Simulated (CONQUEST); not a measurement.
The system is In.

```xyz
2
Lattice="3.2509 0.0000 0.0000 0.0000 3.2509 0.0000 0.0000 0.0000 4.9474" Properties=species:S:1:pos:R:3 pbc="T T T"
In    0.0000    0.0000    0.0000
In    1.6255    1.6255    2.4737
```

- Program: CONQUEST 1.3
- Task: single point
- Functional: PBE
- Potentials or basis: PseudoDojo NC PBE, DZP, grid cutoff 120 Ha
- k mesh: 8 × 8 × 6
- Occupations: fermi-dirac, width 0.05 eV
- Spin: no spin polarisation

On this cell: pressure 2.9 GPa; largest force under 0.003 eV/Å; band gap on the k mesh none (metal or under the smearing width).

The same run follows on a disturbed copy (atoms of the box moved at random, drawn with an rms of 0.05 Å):

```
In
1.0
     3.25094    0.00000    0.00000
     0.00000    3.25094    0.00000
     0.00000    0.00000    4.94740
In
2
Direct
  0.99754 0.00198 0.00010
  0.50558 0.50659 0.50282
```

What changes?

The energy (extrapolated to zero smearing) moves by +0.3 meV/atom; pressure 2.9 GPa; largest force 0.051 eV/Å; band gap on the k mesh none (metal or under the smearing width).

Forces on the atoms (eV/Å):
```
In   0.015  0.003  0.046
In  -0.010 -0.007 -0.050
```

Stress tensor (GPa, compression positive):
```
 1.32 -0.04  0.01
-0.04  1.32  0.01
 0.01  0.01  6.06
```

Caveats: the box holds several primitive cells, so bands are folded and the points are those of the box's own zone; the basis of atomic orbitals isn't converged, which shifts pressures, moduli and gaps.
